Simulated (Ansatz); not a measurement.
# Li: single point with PBE

Crystal: Li.

```
CELL_PARAMETERS angstrom
4.45444 0.00000 0.00000
0.00000 4.45444 0.00000
0.00000 0.00000 4.45444
ATOMIC_POSITIONS crystal
Li 0.62543 0.87457 0.12543
Li 0.12543 0.62543 0.87457
Li 0.37457 0.37457 0.37457
Li 0.87457 0.12543 0.62543
```

This isn't the form of Li at room conditions, which is bcc.

- Program: Ansatz 0.2.0
- Task: single point
- Functional: PBE
- Potentials or basis: Ansatz PAW
- Cutoff: 420 eV (not typed: the program's choice for these potentials)
- k mesh: 6 × 6 × 6
- Occupations: gaussian, width 0.1 eV
- Spin: no spin polarisation

| Item | Value |
| --- | --- |
| Pressure | 0.1 GPa |
| Largest force | 0.005 eV/Å |
| Band gap on the k mesh | none (metal or under the smearing width) |

Forces on the atoms (eV/Å):
```
Li   0.003 -0.003  0.003
Li   0.003  0.003 -0.003
Li  -0.003 -0.003 -0.003
Li  -0.003  0.003  0.003
```

Levels at points of the mesh, in eV from the Fermi level:
```
              k point  band 3  band 4  band 5  band 6  band 7  band 8  band 9  band 10
   (0.00, 0.00, 0.00)  -47.21  -47.21   -3.61    2.09    2.09    2.09    2.29     2.29
  (0.00, 0.00, -0.50)  -47.20  -47.20   -2.16   -2.16    2.32    2.32    3.37     3.37
 (0.00, -0.50, -0.50)  -47.21  -47.21   -1.09   -1.09   -0.28   -0.28    3.83     3.83
(-0.50, -0.50, -0.50)  -47.22  -47.22    0.09    0.09    0.09    0.09    1.76     1.76
```

Wall time 1.8 s on 2 threads of Intel(R) Xeon(R) Platinum 8488C (Sapphire Rapids) (shared host), peak memory 0.35 GiB.
